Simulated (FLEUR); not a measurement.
# ZrB2 (P6/mmm) in FLEUR: a series of runs

One crystal, ZrB2, is run at these levels: LDA; tasks: band structure, equation of state.

Program: FLEUR MaX-R8.1 (later development tree). These are calculated values, not measurements. Logs are shortened: lines on timing, memory, paths and dates and some standing lists are left out, and cuts for length are marked.

### 1 The crystal as given

The structure is hexagonal, space group P6/mmm (No. 191). Conventional cell: a = 3.170 Å, b = 3.170 Å, c = 3.533 Å, α = 90.00°, β = 90.00°, γ = 120.00°. Around Zr (site symmetry 6/mmm) lie 12 B at 2.54 Å. B (site symmetry -6m2) is surrounded by 3 B at 1.83 Å.

### 2 Band structure, LDA

File inp.xml:

```xml
<?xml version="1.0" encoding="UTF-8" standalone="no"?>
<fleurInput fleurInputVersion="0.39">
   <comment>
      ZrB2                                                                                                
   </comment>
   <calculationSetup>
      <cutoffs Kmax="4.5" Gmax="14.0" GmaxXC="14.0" numbands="0"/>
      <scfLoop itmax="60" minDistance="0.00001" maxIterBroyd="15" imix="Anderson" alpha="0.05" precondParam="0.0" spinf="2.0" sdNocoIR="T"/>
      <coreElectrons ctail="T" frcor="F" kcrel="0" coretail_lmax="0"/>
      <xcFunctional name="vwn" relativisticCorrections="F"/>
      <magnetism jspins="1"/>
      <soc l_soc="F" theta="0.0" phi="0.0" spav="F"/>
      <expertModes spex="0" secvar="F"/>
      <geometryOptimization l_f="F" forcealpha="1.0" forcemix="BFGS" epsdisp="0.00001" epsforce="0.00001"/>
      <ldaU l_linMix="F" mixParam="0.05" spinf="1.0"/>
   </calculationSetup>
   <cell>
      <bzIntegration valenceElectrons="18.0" mode="hist" fermiSmearingEnergy="0.00183747">
         <kPointListSelection listName="default-1"/>
         <!-- k-points included here -->
         <xi:include xmlns:xi="http://www.w3.org/2001/XInclude" href="kpts.xml"> </xi:include>
      </bzIntegration>
      <!-- symmetry operations included here -->
      <xi:include xmlns:xi="http://www.w3.org/2001/XInclude" href="sym.xml"> </xi:include>
      <bulkLattice scale="1.0">
[... 32 lines left out ...]
         </electronConfig>
         <energyParameters s="2" p="2" d="3" f="4"/>
         <lo type="SCLO" l="0" n="2" eDeriv="2"/>
         <lo type="SCLO" l="1" n="2" eDeriv="2"/>
         <lo type="SCLO" l="2" n="3" eDeriv="2"/>
      </species>
   </atomSpecies>
   <atomGroups>
      <atomGroup species="Zirconium (Zr)">
         <relPos label="                   1">.0000000000 .0000000000 .0000000000</relPos>
         <force calculate="T" relaxXYZ="TTT"/>
      </atomGroup>
      <atomGroup species="Boron (B)">
         <relPos label="                   2">-1.000/3.000 1.000/3.000 1.000/2.000</relPos>
         <relPos label="                   3">1.000/3.000 -1.000/3.000 1.000/2.000</relPos>
         <force calculate="T" relaxXYZ="TTT"/>
      </atomGroup>
   </atomGroups>
   <output dos="F" band="F" slice="F">
      <checks vchk="F" cdinf="F"/>
      <bandDOS minEnergy="-.5*Htr" maxEnergy="0.5*Htr" sigma="0.015" storeEVData="T"/>
      <vacuumDOS vacdos="F" integ="F" star="F" nstars="0" locx1="0.0" locy1="0.0" locx2="0.0" locy2="0.0" nstm="0" tworkf="0.0"/>
      <unfoldingBand unfoldBand="F" supercellX="1" supercellY="1" supercellZ="1"/>
      <plotting iplot="0" polar="F">
         <plot TwoD="T" vec1="  1.0  0.0  0.0" vec2="  0.0  1.0  0.0" vec3="  0.0  0.0  1.0" zero="  0.0  0.0  0.0" file="plot"/>
      </plotting>
      <chargeDensitySlicing numkpt="0" minEigenval="0.0" maxEigenval="0.0" nnne="0" pallst="F"/>
      <specialOutput eonly="F"/>
      <moessbauerParams electricFieldGradient="T" isomerShift="T" coreHyperfine="T" valenceHyperfine="T"/>
      <magneticCircularDichroism mcd="F" energyLo="-10.0" energyUp="0.0"/>
   </output>
  <!-- We include the file relax.xml here to enable relaxations (see documentation) -->
  <xi:include xmlns:xi="http://www.w3.org/2001/XInclude" href="relax.xml"> <xi:fallback/> </xi:include>
</fleurInput>
```

File crystal.txt:

```
ZrB2
&input cartesian=F /
3.1700000000  0.0000000000  0.0000000000
-1.5850000000  2.7453005300  0.0000000000
0.0000000000  0.0000000000  3.5330000000
1.8897261246
1.0 1.0 1.0

3
40 0.0000000000  0.0000000000  0.0000000000
5 0.6666666667  0.3333333333  0.5000000000
5 0.3333333333  0.6666666667  0.5000000000

&kpt div1=10 div2=10 div3=8 gamma=T /
```

File inp.xml (bands):

```
<?xml version="1.0" encoding="UTF-8" standalone="no"?>
<fleurInput fleurInputVersion="0.39">
   <comment>
      ZrB2                                                                                                
   </comment>
   <calculationSetup>
      <cutoffs Kmax="4.5" Gmax="14.0" GmaxXC="14.0" numbands="0"/>
      <scfLoop itmax="60" minDistance="0.00001" maxIterBroyd="15" imix="Anderson" alpha="0.05" precondParam="0.0" spinf="2.0" sdNocoIR="T"/>
      <coreElectrons ctail="T" frcor="F" kcrel="0" coretail_lmax="0"/>
      <xcFunctional name="vwn" relativisticCorrections="F"/>
      <magnetism jspins="1"/>
      <soc l_soc="F" theta="0.0" phi="0.0" spav="F"/>
      <expertModes spex="0" secvar="F"/>
      <geometryOptimization l_f="F" forcealpha="1.0" forcemix="BFGS" epsdisp="0.00001" epsforce="0.00001"/>
      <ldaU l_linMix="F" mixParam="0.05" spinf="1.0"/>
   </calculationSetup>
   <cell>
      <bzIntegration valenceElectrons="18.0" mode="hist" fermiSmearingEnergy="0.00183747">
         <kPointListSelection listName="path-1"/>
         <!-- k-points included here -->
         <xi:include xmlns:xi="http://www.w3.org/2001/XInclude" href="kpts.xml"> </xi:include>
      </bzIntegration>
      <!-- symmetry operations included here -->
      <xi:include xmlns:xi="http://www.w3.org/2001/XInclude" href="sym.xml"> </xi:include>
      <bulkLattice scale="1.0">
[... 32 lines left out ...]
         </electronConfig>
         <energyParameters s="2" p="2" d="3" f="4"/>
         <lo type="SCLO" l="0" n="2" eDeriv="2"/>
         <lo type="SCLO" l="1" n="2" eDeriv="2"/>
         <lo type="SCLO" l="2" n="3" eDeriv="2"/>
      </species>
   </atomSpecies>
   <atomGroups>
      <atomGroup species="Zirconium (Zr)">
         <relPos label="                   1">.0000000000 .0000000000 .0000000000</relPos>
         <force calculate="T" relaxXYZ="TTT"/>
      </atomGroup>
      <atomGroup species="Boron (B)">
         <relPos label="                   2">-1.000/3.000 1.000/3.000 1.000/2.000</relPos>
         <relPos label="                   3">1.000/3.000 -1.000/3.000 1.000/2.000</relPos>
         <force calculate="T" relaxXYZ="TTT"/>
      </atomGroup>
   </atomGroups>
   <output dos="F" band="T" slice="F">
      <checks vchk="F" cdinf="F"/>
      <bandDOS minEnergy="-.5*Htr" maxEnergy="0.5*Htr" sigma="0.015" storeEVData="T"/>
      <vacuumDOS vacdos="F" integ="F" star="F" nstars="0" locx1="0.0" locy1="0.0" locx2="0.0" locy2="0.0" nstm="0" tworkf="0.0"/>
      <unfoldingBand unfoldBand="F" supercellX="1" supercellY="1" supercellZ="1"/>
      <plotting iplot="0" polar="F">
         <plot TwoD="T" vec1="  1.0  0.0  0.0" vec2="  0.0  1.0  0.0" vec3="  0.0  0.0  1.0" zero="  0.0  0.0  0.0" file="plot"/>
      </plotting>
      <chargeDensitySlicing numkpt="0" minEigenval="0.0" maxEigenval="0.0" nnne="0" pallst="F"/>
      <specialOutput eonly="F"/>
      <moessbauerParams electricFieldGradient="T" isomerShift="T" coreHyperfine="T" valenceHyperfine="T"/>
      <magneticCircularDichroism mcd="F" energyLo="-10.0" energyUp="0.0"/>
   </output>
  <!-- We include the file relax.xml here to enable relaxations (see documentation) -->
  <xi:include xmlns:xi="http://www.w3.org/2001/XInclude" href="relax.xml"> <xi:fallback/> </xi:include>
</fleurInput>
```

Potentials or basis: all-electron, FLAPW.

Run with:

```console
> inpgen -f crystal.txt -profile fastHighL
> # inp.xml edited to the form shown
> fleur_MPI
> fleur_MPI   # second run, on inp.xml (bands)
```

Standard output:

```text
Welcome to FLEUR        (www.flapw.de)
      MaX-Release 8.1          (www.max-centre.eu)

 ========== k-point set info ==========
 Selected k-point list: default-1
 k-point list type: mesh
 10 x 10 x 8
 Number of k points: 70

 ------------Calculation Setup---------------------------
 Number of MPI-tasks      :            1
 Number of PE/node        :            1
 Number of OMP-threads    :            1
 Most efficient MPI parallelization for:
           1           2           5           7          10          14          35          70
 Additional eigenvalue parallelization possible
 Number of basis functions:          444
 Approximate size of matrices (H+S) per k-point:         0.003 GB
 --------------------------------------------------------
Nuclear radius smaller than smallest radial mesh point for atom type 2 -- skipping its core isomer shift
Nuclear radius smaller than smallest radial mesh point for atom type 2 -- skipping its isomer shift
 Iteration:     1   Distance:      14.25253450 me/bohr^3
Nuclear radius smaller than smallest radial mesh point for atom type 2 -- skipping its core isomer shift
Nuclear radius smaller than smallest radial mesh point for atom type 2 -- skipping its isomer shift
 Iteration:     2   Distance:      12.72172597 me/bohr^3
Nuclear radius smaller than smallest radial mesh point for atom type 2 -- skipping its core isomer shift
Nuclear radius smaller than smallest radial mesh point for atom type 2 -- skipping its isomer shift
 Iteration:     3   Distance:       5.63078452 me/bohr^3
Nuclear radius smaller than smallest radial mesh point for atom type 2 -- skipping its core isomer shift
Nuclear radius smaller than smallest radial mesh point for atom type 2 -- skipping its isomer shift
 Iteration:     4   Distance:       4.50859724 me/bohr^3
Nuclear radius smaller than smallest radial mesh point for atom type 2 -- skipping its core isomer shift
Nuclear radius smaller than smallest radial mesh point for atom type 2 -- skipping its isomer shift
 Iteration:     5   Distance:       0.99108488 me/bohr^3
Nuclear radius smaller than smallest radial mesh point for atom type 2 -- skipping its core isomer shift
Nuclear radius smaller than smallest radial mesh point for atom type 2 -- skipping its isomer shift
 Iteration:     6   Distance:       0.95596573 me/bohr^3
Nuclear radius smaller than smallest radial mesh point for atom type 2 -- skipping its core isomer shift
Nuclear radius smaller than smallest radial mesh point for atom type 2 -- skipping its isomer shift
 Iteration:     7   Distance:       0.14268374 me/bohr^3
Nuclear radius smaller than smallest radial mesh point for atom type 2 -- skipping its core isomer shift
Nuclear radius smaller than smallest radial mesh point for atom type 2 -- skipping its isomer shift
 Iteration:     8   Distance:       0.02080430 me/bohr^3
Nuclear radius smaller than smallest radial mesh point for atom type 2 -- skipping its core isomer shift
Nuclear radius smaller than smallest radial mesh point for atom type 2 -- skipping its isomer shift
 Iteration:     9   Distance:       0.01920013 me/bohr^3
Nuclear radius smaller than smallest radial mesh point for atom type 2 -- skipping its core isomer shift
Nuclear radius smaller than smallest radial mesh point for atom type 2 -- skipping its isomer shift
 Iteration:    10   Distance:       0.00162675 me/bohr^3
Nuclear radius smaller than smallest radial mesh point for atom type 2 -- skipping its core isomer shift
Nuclear radius smaller than smallest radial mesh point for atom type 2 -- skipping its isomer shift
 Iteration:    11   Distance:       0.00210917 me/bohr^3
Nuclear radius smaller than smallest radial mesh point for atom type 2 -- skipping its core isomer shift
Nuclear radius smaller than smallest radial mesh point for atom type 2 -- skipping its isomer shift
 Iteration:    12   Distance:       0.00027134 me/bohr^3
Nuclear radius smaller than smallest radial mesh point for atom type 2 -- skipping its core isomer shift
Nuclear radius smaller than smallest radial mesh point for atom type 2 -- skipping its isomer shift
 Iteration:    13   Distance:       0.00001349 me/bohr^3
Nuclear radius smaller than smallest radial mesh point for atom type 2 -- skipping its core isomer shift
Nuclear radius smaller than smallest radial mesh point for atom type 2 -- skipping its isomer shift
 Iteration:    14   Distance:       0.00001005 me/bohr^3
Nuclear radius smaller than smallest radial mesh point for atom type 2 -- skipping its core isomer shift
Nuclear radius smaller than smallest radial mesh point for atom type 2 -- skipping its isomer shift
 Iteration:    15   Distance:       0.00000062 me/bohr^3

 ********************************************************************
 Run finished successfully
 Stop message:
   all done
 ********************************************************************
```

Wall time 59 s (1 thread of Intel Xeon Platinum 8488C (Sapphire Rapids), shared host); peak memory 0.06 GiB.

Results:

* Free energy: -99177.2955 eV
* Band gap along the path: none (metal or under the smearing width)
* Valence electrons inside the program's atomic spheres: Zr 10.45; B 1.55 (radii Zr 2.66, B 1.6 bohr)

Levels at the corners of the path, in eV from the Fermi level:
```csv
point,band 5,band 6,band 7,band 8,band 9,band 10,band 11,band 12,band 13,band 14
Γ,-12.48,-2.53,-2.53,-2.50,-2.20,3.47,3.47,4.24,4.24,5.10
M,-8.78,-8.24,-3.79,-2.93,-2.58,2.34,2.38,5.00,5.09,6.65
K,-7.53,-7.53,-6.79,-2.35,-2.35,1.65,1.65,3.22,8.57,8.57
Γ,-12.48,-2.53,-2.53,-2.50,-2.20,3.47,3.47,4.24,4.24,5.10
A,-10.41,-6.84,-0.86,-0.86,0.41,0.41,0.85,0.85,1.89,5.13
L,-9.69,-6.78,-4.50,-4.02,-1.85,3.80,4.27,5.38,6.35,6.54
H,-8.53,-8.53,-4.78,-2.55,-2.55,4.15,6.15,6.15,6.64,6.64
A,-10.41,-6.84,-0.86,-0.86,0.41,0.41,0.85,0.85,1.89,5.13
L,-9.69,-6.78,-4.50,-4.02,-1.85,3.80,4.27,5.38,6.35,6.54
M,-8.78,-8.24,-3.79,-2.93,-2.58,2.34,2.38,5.00,5.09,6.65
K,-7.53,-7.53,-6.79,-2.35,-2.35,1.65,1.65,3.22,8.57,8.57
H,-8.53,-8.53,-4.78,-2.55,-2.55,4.15,6.15,6.15,6.64,6.64
```

Core levels (eV from the Fermi level):
```tsv
atom	levels
1 Zr	1s1/2 -17784.8, 2s1/2 -2458.8, 2p1/2 -2252.0, 2p3/2 -2166.3, 3s1/2 -397.0, 3p1/2 -319.9, 3p3/2 -306.3, 3d3/2 -169.9, 3d5/2 -167.4
2 B	1s1/2 -171.0
3 B	1s1/2 -171.0
```

### 3 Equation of state, LDA, 9.63 Å³/atom (volume scaled by 0.94)

Changes to inp.xml since step 2:

```diff
@@ -6,3 +6,3 @@
    <calculationSetup>
-      <cutoffs Kmax="4.5" Gmax="14.0" GmaxXC="14.0" numbands="0"/>
+      <cutoffs Kmax="4.65" Gmax="14.4" GmaxXC="14.4" numbands="0"/>
       <scfLoop itmax="60" minDistance="0.00001" maxIterBroyd="15" imix="Anderson" alpha="0.05" precondParam="0.0" spinf="2.0" sdNocoIR="T"/>
@@ -24,3 +24,3 @@
       <xi:include xmlns:xi="http://www.w3.org/2001/XInclude" href="sym.xml"> </xi:include>
-      <bulkLattice scale="1.0">
+      <bulkLattice scale="0.9795861087">
          <bravaisMatrix>
@@ -50,3 +50,3 @@
       <species name="Boron (B)" element="B" atomicNumber="5">
-         <mtSphere radius="1.6" gridPoints="529" logIncrement="0.019"/>
+         <mtSphere radius="1.55" gridPoints="529" logIncrement="0.019"/>
          <atomicCutoffs lmax="8" lnonsphr="8"/>
```

Potentials or basis: all-electron, FLAPW.

Run with:

```console
> inpgen -f crystal.txt -profile fastHighL
> # inp.xml edited to the form shown
> fleur_MPI
```

Run time: 59 s. Hardware: 1 thread of Intel Xeon Platinum 8488C (Sapphire Rapids), shared host; peak memory 0.08 GiB.

The run converged. Its results:

| Property | Result |
| --- | --- |
| Free energy | -99177.3116 eV |
| Band gap on the k mesh | none (metal or under the smearing width) |
| Valence electrons inside the program's atomic spheres | Zr 10.62; B 1.49 (radii Zr 2.66, B 1.55 bohr) |

### 4 Equation of state, LDA, 9.84 Å³/atom (volume scaled by 0.96)

Changes to inp.xml since step 3:

```diff
@@ -24,3 +24,3 @@
       <xi:include xmlns:xi="http://www.w3.org/2001/XInclude" href="sym.xml"> </xi:include>
-      <bulkLattice scale="0.9795861087">
+      <bulkLattice scale="0.9864848297">
          <bravaisMatrix>
```

Run with:

```console
> inpgen -f crystal.txt -profile fastHighL
> # inp.xml edited to the form shown
> fleur_MPI
```

Run time: 64 s. Hardware: 1 thread of Intel Xeon Platinum 8488C (Sapphire Rapids), shared host; peak memory 0.09 GiB.

It converged, with:

- Free energy: -99177.3269 eV
- Band gap on the k mesh: none (metal or under the smearing width)
- Valence electrons inside the program's atomic spheres: Zr 10.56; B 1.47 (radii Zr 2.66, B 1.55 bohr)

### 5 Equation of state, LDA, 10.25 Å³/atom

Changes to inp.xml since step 4:

```diff
@@ -24,3 +24,3 @@
       <xi:include xmlns:xi="http://www.w3.org/2001/XInclude" href="sym.xml"> </xi:include>
-      <bulkLattice scale="0.9864848297">
+      <bulkLattice scale="1.0000000000">
          <bravaisMatrix>
```

Run with:

```console
> inpgen -f crystal.txt -profile fastHighL
> # inp.xml edited to the form shown
> fleur_MPI
```

Wall time 68 s (1 thread of Intel Xeon Platinum 8488C (Sapphire Rapids), shared host); peak memory 0.09 GiB.

It converged, with:

- Free energy: -99177.2956 eV
- Band gap on the k mesh: none (metal or under the smearing width)
- Valence electrons inside the program's atomic spheres: Zr 10.45; B 1.43 (radii Zr 2.66, B 1.55 bohr)

### 6 Equation of state, LDA, 10.66 Å³/atom (volume scaled by 1.04)

Changes to inp.xml since step 5:

```diff
@@ -24,3 +24,3 @@
       <xi:include xmlns:xi="http://www.w3.org/2001/XInclude" href="sym.xml"> </xi:include>
-      <bulkLattice scale="1.0000000000">
+      <bulkLattice scale="1.0131594038">
          <bravaisMatrix>
```

Potentials or basis: all-electron, FLAPW.

Run with:

```console
> inpgen -f crystal.txt -profile fastHighL
> # inp.xml edited to the form shown
> fleur_MPI
```

Run time: 79 s. Hardware: 1 thread of Intel Xeon Platinum 8488C (Sapphire Rapids), shared host; peak memory 0.09 GiB.

Results (log left out):

- Free energy: -99177.1945 eV
- Band gap on the k mesh: none (metal or under the smearing width)
- Valence electrons inside the program's atomic spheres: Zr 10.36; B 1.40 (radii Zr 2.66, B 1.55 bohr)

### 7 Equation of state, LDA, 10.86 Å³/atom (volume scaled by 1.06)

Changes to inp.xml since step 6:

```diff
@@ -24,3 +24,3 @@
       <xi:include xmlns:xi="http://www.w3.org/2001/XInclude" href="sym.xml"> </xi:include>
-      <bulkLattice scale="1.0131594038">
+      <bulkLattice scale="1.0196128224">
          <bravaisMatrix>
```

Run with:

```console
> inpgen -f crystal.txt -profile fastHighL
> # inp.xml edited to the form shown
> fleur_MPI
```

Run time: 75 s. Hardware: 1 thread of Intel Xeon Platinum 8488C (Sapphire Rapids), shared host; peak memory 0.09 GiB.

Results (log left out):

* Free energy: -99177.1220 eV
* Band gap on the k mesh: none (metal or under the smearing width)
* Valence electrons inside the program's atomic spheres: Zr 10.31; B 1.38 (radii Zr 2.66, B 1.55 bohr)

### 8 Equation of state, LDA

No new run: the results of the series are fitted here.

Results:

```
Equilibrium volume                        : 9.88 Å³/atom
Bulk modulus at fixed shape and positions : 262 GPa
Pressure derivative of the bulk modulus   : 3.9 (rough: it moves with the points fitted)
```

Energy against volume, from the lowest point:
| volume (Å³/atom) | energy (meV/atom) |
| --- | --- |
| 9.634 | 5.09 |
| 9.839 | 0.00 |
| 10.249 | 10.44 |
| 10.659 | 44.13 |
| 10.864 | 68.31 |

Caveat: the cell was scaled at fixed shape and fractional positions, which overstates the stiffness of a crystal with free parameters, most of all of layers and chains.
